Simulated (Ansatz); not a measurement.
# 2H-WS2 monolayer in a perpendicular field

What dipole does a perpendicular field induce in the 2H-WS2 monolayer, and does the gap follow? A positive field points along +c.

Method: plane-wave DFT, PBE-D3(BJ), Ansatz PAW (set soft_1); PAW set soft_1, in Ansatz 0.2.0.

The experiments to compare with:

For WS2, single layer (single layer on SiO2, quoted from earlier measurement), “Imaging microscopic electronic contrasts at the interface of single-layer WS2 with oxide and boron nitride substrates” (2019, arxiv:1903.10400) quotes earlier work: band gap (quasiparticle band gap) 2.4 eV [literature measured value used as input for band alignment; WS2 supported on SiO2, so …].

Report form: the programs' logs are mostly left out.

### 1. Set-up

The cell holds 3 atoms: 2 S and 1 W. Cell: a = 3.180 Å, b = 3.180 Å, c = 37.976 Å, α = 90.0°, β = 90.0°, γ = 120.0°. Vacuum lies along c.

### 2. Relaxing the slab

The starting cell is a guess, so the in-plane lattice and the atoms are relaxed first, with the slab cut off from its images along the normal.

File input.yaml:

```yaml
crystal:
  lattice:
    - [3.18, 0.0, 0.0]
    - [-1.59, 2.753960784, 0.0]
    - [0.0, 0.0, 37.9756202327]
  atoms:
    - { symbol: S, position: [0.3333333333, 0.6666666667, 0.4542387957] }
    - { symbol: W, position: [0.0, 0.0, 0.5] }
    - { symbol: S, position: [0.3333333333, 0.6666666667, 0.5457612043] }
  periodic: [true, true, false]
kpoints:
  mp_grid: { grid: [12, 12, 1] }
hamiltonian:
  xc: pbe
  dispersion: d3bj
  pseudopotentials: { kind: paw, azcp: { folder: soft_1 } }
scf:
  occupations: { method: fermi_dirac, width: 0.05 }
  convergence: { dr2_threshold: 1.0e-09 }
relax:
  f_tol: 0.004
  max_steps: 90
  cell: {}
output:
  write_potential: true
  write_density: true
  volumetric_format: npy
```

Started as:

```sh
ansatz run input.yaml --threads 2 --pin off --max-ram 3072MiB --backend cpu --events-out ev --progress --plain --runs-dir out
```

It took 27 s on 2 threads of Arm Neoverse V2, shared host; peak memory 0.52 GiB.

Relaxation path:

| step | energy less that of the first step (eV) | largest force component (eV/Å) | volume (Å³) |
| --- | --- | --- | --- |
| 1 | 0.0000 | 2.6730 | 332.58 |
| 2 | -0.4735 | 0.5981 | 330.75 |
| 3 | -0.4912 | 0.1368 | 328.37 |
| 4 | -0.4921 | 0.0046 | 328.28 |
| 5 | -0.4921 | 0.0000 | 328.30 |
| 6* | -0.4919 | 0.0001 | 328.30 |

Relaxation steps marked * repeat the geometry before them on a plane-wave basis chosen anew for their cell, so energy and pressure can jump there.

The run keeps the 12 symmetry operations that it works with, so distortions that break them were not tested.

| cell as run | before | after | change |
| --- | --- | --- | --- |
| a (Å) | 3.180 | 3.160 | -0.6 % |
| b (Å) | 3.180 | 3.160 | -0.6 % |

The atoms that moved most (Å, along periodic axes as changes of fractional coordinates times the final cell, across vacuum about the mean position):

| atom | dx | dy | dz | length |
| --- | --- | --- | --- | --- |
| S1 | 0.000 | 0.000 | 0.162 | 0.162 |
| S3 | 0.000 | 0.000 | -0.162 | 0.162 |

Final coordinates:

```xyz
3
Lattice="3.1595 0.0000 0.0000 -1.5798 2.7362 0.0000 0.0000 0.0000 37.9756" Properties=species:S:1:pos:R:3
S     0.0000    1.8241   17.4117
W     0.0000    0.0000   18.9878
S     0.0000    1.8241   20.5639
```

Numbers from this step:

```yaml
gap_on_the_k_mesh: 1.920 eV
```

The lattice constant a goes from 3.180 to 3.160 Å.

### 3. Atoms held, field 0

A sawtooth potential applies the field, turning back in the middle of the vacuum. With the dipole correction the typed value is the field outside the slab. The induced dipole is small, so the SCF threshold is tight.

The cell differs from the one that the last finished run ended in (c 37.976 → 21.152 Å).

File input.yaml:

```yaml
crystal:
  lattice:
    - [3.159505246, 0.0, 0.0]
    - [-1.579752623, 2.7362118064, 0.0]
    - [0.0, 0.0, 21.1521481195]
  atoms:
    - { symbol: S, position: [0.3333333333, 0.6666666667, 0.4254886997] }
    - { symbol: W, position: [0.0, 0.0, 0.5] }
    - { symbol: S, position: [0.3333333333, 0.6666666667, 0.5745113003] }
kpoints:
  mp_grid: { grid: [18, 18, 1] }
  band_path:
    path: [[0, 0, 0], [0.5, 0, 0], [0.33333333, 0.33333333, 0], [0, 0, 0]]
    npoints: 16
hamiltonian:
  xc: pbe
  dispersion: d3bj
  pseudopotentials: { kind: paw, azcp: { folder: soft_1 } }
scf:
  occupations: { method: fermi_dirac, width: 0.02585 }
  convergence: { dr2_threshold: 1.0e-10 }
efield:
  axis: 3
  dipole_correction: true
  ramp_position: 0.97
  ramp_width: 0.06
  amplitude: 0
output:
  dos: { projected: true, e_range: [-6, 5] }
  write_potential: true
  write_density: true
  volumetric_format: npy
  elf: true
```

The job ended after 8.7 s (2 threads; peak memory 0.45 GiB; 17 s of CPU time).

This step gave:

| Item | Value |
| --- | --- |
| dipole along the normal | 9.13e-7 e·Å |
| gap along the path | 1.920 eV |
| smallest direct gap along the path | 1.920 eV |
| ionisation energy, upper face | 5.685 eV |
| electron affinity, upper face | 3.765 eV |
| gap, the smaller of path and mesh | 1.920 eV |

Running mean over a fixed 2.8 Å (it still follows the layers) of the planar mean; the ramp of the sawtooth is left out. The electron's electrostatic potential energy less the Fermi level by z:

| z (Å) | electron's electrostatic potential energy less the Fermi level (eV) |
| --- | --- |
| 3.0 | 4.73 |
| 3.5 | 4.73 |
| 4.0 | 4.73 |
| 4.5 | 4.73 |
| 5.0 | 4.72 |
| 5.5 | 4.72 |
| 6.0 | 4.69 |
| 6.5 | 4.54 |
| 7.0 | 3.83 |
| 7.5 | 1.76 |
| 8.0 | -0.801 |
| 8.5 | -3.12 |
| 9.0 | -6.20 |
| 9.5 | -9.54 |
| 10.0 | -11.1 |
| 10.5 | -11.1 |
| 11.0 | -11.1 |
| 11.5 | -10.3 |
| 12.0 | -7.27 |
| 12.5 | -3.94 |
| 13.0 | -1.52 |
| 13.5 | 0.982 |
| 14.0 | 3.33 |
| 14.5 | 4.43 |
| 15.0 | 4.67 |
| 15.5 | 4.71 |
| 16.0 | 4.72 |
| 16.5 | 4.73 |
| 17.0 | 4.73 |
| 17.5 | 4.73 |
| 18.0 | 4.73 |

The density of states has structure finer than the step of the table below, so its rows give means over 0.2 eV, whole bins alone (the curve runs from -6 to 1.77 eV). Peaks (eV: height): -5.53: 5.58, -5.39: 10.4, -4.43: 9.49, -3.13: 14.7, -2.72: 4.10, -1.84: 4.26, 1.72: 8.23.

Density of states against energy, zero at the Fermi level of the run, which the smearing sets inside the gap; means over each step:

energy (eV), density of states (states/eV a cell) and a bar:
```
     -5.8        0.8 ####
     -5.6        2.1 ###########
     -5.4        4.7 #########################
     -5.2        3.4 ###################
     -5.0        0.8 ####
     -4.8        1.0 ######
     -4.6        2.4 #############
     -4.4        5.5 ##############################
     -4.2        2.3 ############
     -4.0        1.6 #########
     -3.8        1.5 ########
     -3.6        1.6 #########
     -3.4        1.8 ##########
     -3.2        4.8 ##########################
     -3.0        3.6 ####################
     -2.8        2.6 ##############
     -2.6        2.3 #############
     -2.4        2.6 ##############
     -2.2        1.1 ######
     -2.0        1.6 #########
     -1.8        3.1 #################
     -1.6        2.0 ###########
     -1.4        1.5 ########
     -1.2        1.2 #######
     -1.0        0.2 #
     -0.8        0.0 
     -0.6        0.0 
     -0.4        0.0 
     -0.2        0.0 
      0.0        0.0 
      0.2        0.0 
      0.4        0.0 
      0.6        0.0 
      0.8        0.0 
      1.0        0.4 ##
      1.2        2.5 ##############
      1.4        2.9 ################
      1.6        2.9 ################
```

Projected DOS per atom over height of the atomic layer and energy from the Fermi level. Layers: S W S from below.

Ten even steps from '0' (0.00 states/eV) to '9' (2.26 states/eV), each cell a mean:
```
292
262
000
000
000
000
000
000
030
151
161
313
414
636
333
222
222
656
111
333
555
101
```
Columns: height of the atomic layer (Å) from 9 to 12.2; rows upwards: energy from the Fermi level (eV) from -5.96 to 1.78.

The electronic bands at the labelled points (eV, zero at the Fermi level of the run, which the smearing sets inside the gap):

| point | band 10 | band 11 | band 12 | band 13 | band 14 | band 15 | band 16 | band 17 |
| --- | --- | --- | --- | --- | --- | --- | --- | --- |
| Γ | -3.15 | -2.53 | -2.53 | -1.09 | 1.98 | 1.98 | 2.11 | 2.11 |
| halfway | -3.62 | -2.91 | -2.65 | -1.86 | 1.32 | 1.62 | 2.24 | 3.20 |
| M | -4.36 | -3.15 | -2.17 | -1.91 | 1.99 | 2.41 | 3.09 | 3.80 |
| halfway | -4.42 | -3.76 | -3.16 | -1.39 | 1.67 | 2.68 | 2.85 | 3.88 |
| K | -4.86 | -4.25 | -3.39 | -0.96 | 0.96 | 2.34 | 3.11 | 4.68 |
| halfway | -4.43 | -3.21 | -2.34 | -1.84 | 1.04 | 1.88 | 2.06 | 3.64 |
| Γ | -3.15 | -2.53 | -2.53 | -1.09 | 1.98 | 1.98 | 2.11 | 2.11 |

ELF in the ca plane at fractional y = 0.667, with atoms of S within 0.2 Å of it. It is the smooth field of the valence electrons, not physical close to the nuclei.

Ten even steps from '0' (0.00) to '9' (0.94), each cell a mean:
```
00000000000000000012332233123321000000000000
00000000000000000012221233122210000000000000
00000000000000013567774222367775310000000000
00000000000000147898787422687799853100000000
00000000000001368995147523661289974200000000
00000000000001368994037523651189975200000000
00000000000000257998677423687799863100000000
00000000000000013678875222468876420000000000
```
Columns run along c (16.0 Å, from fractional 0.08 to 0.84 of the cell), rows up along a (3.2 Å). Atoms in or near the plane, at fractional coordinates: S at (0.43, 0.33), S at (0.57, 0.33).

Valence density in the ca plane at fractional y = 0.667, with atoms of S within 0.2 Å of it. It is the smooth field of the valence electrons, not physical close to the nuclei.

Values in units of 1e-1 e/Å³, 5 rows by 16 columns, each cell a mean:
```
0.0 0.0 0.0 0.0 0.0 0.1 0.6 2.1 5.6 5.4 2.0 0.5 0.0 0.0 0.0 0.0
0.0 0.0 0.0 0.0 0.0 0.1 1.4 4.6 4.7 4.7 4.6 1.4 0.1 0.0 0.0 0.0
0.0 0.0 0.0 0.0 0.0 0.2 5.0 9.4 5.3 5.4 9.4 4.7 0.2 0.0 0.0 0.0
0.0 0.0 0.0 0.0 0.0 0.2 6.0 8.3 5.6 5.8 8.3 5.7 0.2 0.0 0.0 0.0
0.0 0.0 0.0 0.0 0.0 0.1 2.5 7.2 4.7 4.8 7.2 2.3 0.1 0.0 0.0 0.0
```
Columns run along c (16.0 Å, from fractional 0.08 to 0.84 of the cell), rows up along a (3.2 Å). Atoms in or near the plane, at fractional coordinates: S at (0.43, 0.33), S at (0.57, 0.33).

Electrostatic potential energy in the ca plane at fractional y = 0.667, with atoms of S within 0.2 Å of it. With pseudopotentials it is smooth inside the atoms' cores, unlike the true potential.

Ten even steps from '0' (-39 eV) to '9' (5 eV), each cell a mean:
```
99999999999999999999987544788999999999999999
99999999999999999999987544689999999999999999
99999999999999999998777766787789999999999999
99999999999999999972136888741158999999999999
99999999999999999830004888600017999999999999
99999999999999999830003888600007999999999999
99999999999999999961026888740048999999999999
99999999999999999987777766777789999999999999
```
Columns run along c (16.0 Å, from fractional 0.08 to 0.84 of the cell; values clipped at the 3rd and 97th percentile), rows up along a (3.2 Å). Atoms in or near the plane, at fractional coordinates: S at (0.43, 0.33), S at (0.57, 0.33).

The gap is 1.92 eV, with the valence edge 5.69 eV and the conduction edge 3.76 eV under the upper vacuum level. Spin-orbit coupling, left out in this run, matters for the bands of elements this heavy.

### 4. Atoms held, field 0.1 V/Å

Edit input.yaml of step 3 so:

```diff
@@ -24,7 +24,6 @@
   dipole_correction: true
-  ramp_position: 0.97
-  ramp_width: 0.06
-  amplitude: 0
+  ramp_position: 0.9409
+  ramp_width: 0.1182
+  amplitude: 0.1
 output:
-  dos: { projected: true, e_range: [-6, 5] }
   write_potential: true
@@ -32,2 +31 @@
   volumetric_format: npy
-  elf: true
```

The job ended after 8.6 s (2 threads; peak memory 0.41 GiB).

The dipole is 0.0244 e·Å, and the gap 1.920 eV.

### 5. Single point, field -0.1 V/Å

Edit input.yaml of step 4 so:

```diff
@@ -26,3 +26,3 @@
   ramp_width: 0.1182
-  amplitude: 0.1
+  amplitude: -0.1
 output:
```

Wall time 9.1 s (2 threads); peak memory 0.41 GiB; 18 s of CPU time.

The dipole is -0.0244 e·Å, and the gap 1.920 eV.

### 6. Response, atoms held

This step: plane-wave DFT, PBE-D3(BJ), Ansatz PAW (set soft_1); response to a field along the normal, atoms held; PAW set soft_1 (Ansatz 0.2.0).

The dipoles give the slope, and the difference of two potentials shows where the field is screened.

This step gave:

| Property | Result |
| --- | --- |
| equivalent conductor thickness p/(ε₀AE) | 5.113 Å |
| distance between the outer atoms | 3.152 Å |

Table of dipole of the cell by applied field:

| applied field (V/Å) | dipole of the cell (e·Å) |
| --- | --- |
| -0.1000 | -0.0244 |
| 0.0000 | 9.1e-7 |
| 0.1000 | 0.0244 |

Local field over the applied field, running mean. From the potentials at -0.1 and 0.1 V/Å; running mean over 2.5 Å. The local field over applied field by z:

z (Å), local field over applied field and a bar:
```
     4.11      1.000 ##############################
     4.55      0.999 ##############################
     4.99      0.997 ##############################
     5.43      0.991 ##############################
     5.88      0.978 #############################
     6.32      0.946 ############################
     6.76      0.880 ##########################
     7.20      0.766 #######################
     7.64      0.622 ##################
     8.08      0.467 #############
     8.52      0.312 ########
     8.96      0.185 ####
     9.40      0.103 ##
     9.84      0.066 #
    10.28      0.048 
    10.87      0.048 
    11.31      0.066 #
    11.75      0.103 ##
    12.19      0.184 ####
    12.63      0.312 ########
    13.07      0.467 #############
    13.51      0.622 ##################
    13.95      0.766 #######################
    14.40      0.880 ##########################
    14.84      0.946 ############################
    15.28      0.978 #############################
    15.72      0.991 ##############################
    16.16      0.997 ##############################
    16.60      0.999 ##############################
    17.04      1.000 ##############################
```

Electrons, planar mean, per unit field. The induced electron density by z:

| z (Å) | induced electron density (e/Å³ per V/Å) |
| --- | --- |
| 4.11 | 1.8e-6 |
| 4.55 | 5.0e-6 |
| 4.99 | 1.4e-5 |
| 5.43 | 3.7e-5 |
| 5.88 | 9.9e-5 |
| 6.32 | 2.5e-4 |
| 6.76 | 6.2e-4 |
| 7.20 | 0.00141 |
| 7.64 | 0.00277 |
| 8.08 | 0.00365 |
| 8.52 | 0.00191 |
| 8.96 | 1.0e-3 |
| 9.40 | 6.6e-4 |
| 9.84 | -5.4e-4 |
| 10.28 | -2.7e-4 |
| 10.87 | 2.7e-4 |
| 11.31 | 5.4e-4 |
| 11.75 | -6.6e-4 |
| 12.19 | -1.0e-3 |
| 12.63 | -0.00191 |
| 13.07 | -0.00365 |
| 13.51 | -0.00277 |
| 13.95 | -0.00141 |
| 14.40 | -6.2e-4 |
| 14.84 | -2.5e-4 |
| 15.28 | -9.9e-5 |
| 15.72 | -3.7e-5 |
| 16.16 | -1.4e-5 |
| 16.60 | -4.9e-6 |
| 17.04 | -1.8e-6 |

The smaller of the gaps on the path and on the k-mesh, counted as 0 under 0.03 eV. The gap stays at 1.92 eV for applied field from -0.1 to 0.1 V/Å.

By hand: between -0.1 and 0.1 V/Å the dipole changes by 0.04886 e·Å, a slope of 0.2443 e·Å²/V. A perfect conductor of thickness t has p = ε₀AEt, so t = 180.95 × 0.2443 / 8.645 = 5.11 Å (e/ε₀ = 180.95 V·Å, A in Å²).

The induced dipole is that of a conductor 5.11 Å thick.

### 7. What came out

- gap without field: 1.92 eV
- ionisation energy, upper face: 5.69 eV
- electron affinity, upper face: 3.76 eV
- equivalent conductor thickness, atoms held: 5.11 Å

What this shows: The induced dipole equals that of a perfect conductor 5.11 Å thick, while the outer atoms lie 3.15 Å apart; an out-of-plane ε follows only once a thickness t is chosen, by 1 − 1/ε = 5.11 Å / t. The gap stays within 0.01 eV of 1.92 eV over the fields run, up to 0.1 V/Å in size. The measured quasiparticle gap below is for a layer on a substrate, whose screening lowers it, so a free-standing Kohn-Sham gap can come near it by a cancelling of errors. Semilocal functionals give gaps that are too small, and excitons are not included. Spin-orbit coupling is left out, which matters for the bands of elements this heavy.

Comparison with the measured values:

| quantity | measured | PBE D3(BJ) |
| --- | --- | --- |
| band gap (quasiparticle band gap, monolayer on a substrate) (eV) | 2.4 | 1.92 (-0.48 eV) |

Measured values from arxiv:1903.10400 (2019).

**Verdict.** The band gap is off by -0.48 eV. Local and semilocal functionals usually give gaps below the measured ones. Spin-orbit coupling, left out here, can change the gap with such heavy elements. Zero-point and thermal motion shift the measured gap.

[Logs are printed without paths, hosts, clocks, repeated set-up lines and the standing remarks that a program may print on its own settings, such as how far it seeks lower states.]

[Hosts, paths, dates, database ids (printed as entryN), source tags and the programs' standing remarks are cut or masked in the printed files.]

[Maps of the electrostatic potential energy from Ansatz leave out the sawtooth potential of an applied field or a dipole correction, so their vacuum need not be flat; planar profiles and work functions include it.]

[The density of states shown here was stored with 400 of the rows of the run's finer table, so its peaks can read low, often by over a quarter, or be missed, and its means over a window can be off by a tenth or more.]
